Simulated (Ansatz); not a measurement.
Crystal: MnS.

```
Mn S
1.0
     0.00000    2.47346    2.47346
     2.47346    0.00000    2.47346
     2.47346    2.47346    0.00000
Mn S
1 1
Direct
  0.00000 0.00000 0.00000
  0.75000 0.75000 0.75000
```

The cell is a database's computed one.

Base run:

* Program: Ansatz 0.2.0
* Functional: PBEsol
* Potentials or basis: Ansatz PAW
* Cutoff: 420 eV
* Density cutoff: 1680 eV
* k mesh: 9 × 9 × 9
* Occupations: fermi-dirac, width 0.05 eV
* Spin: collinear spin, ferromagnetic start
* Starting moments: [4.0, 0.0] μB

Its results: band gap on the k mesh none (metal or under the smearing width); pressure -3.0 GPa; net moment 0.24 μB per cell; site moments Mn +0.20; S -0.00 μB.

**Question.** The run is repeated on the same cell with these changes: functional from PBEsol to LDA. What comes out?

**Answer.** Band gap on the k mesh none (metal or under the smearing width); pressure -7.0 GPa; net moment 0.14 μB per cell; site moments Mn +0.12; S -0.00 μB.

LDA binds more tightly than PBEsol, so the same cell stands under less pressure.

Caveats: the moment fell far below its start of 4 μB, so a state of higher moment may lie lower in energy; semilocal functionals often make such compounds metallic where correlation or magnetic order opens a gap, which also shifts bond lengths; the PAW data sets come from PBE, with cores solved anew for the run's functional, which leaves a small shift of forces and pressure.

Not every run made on this cell is shown here.
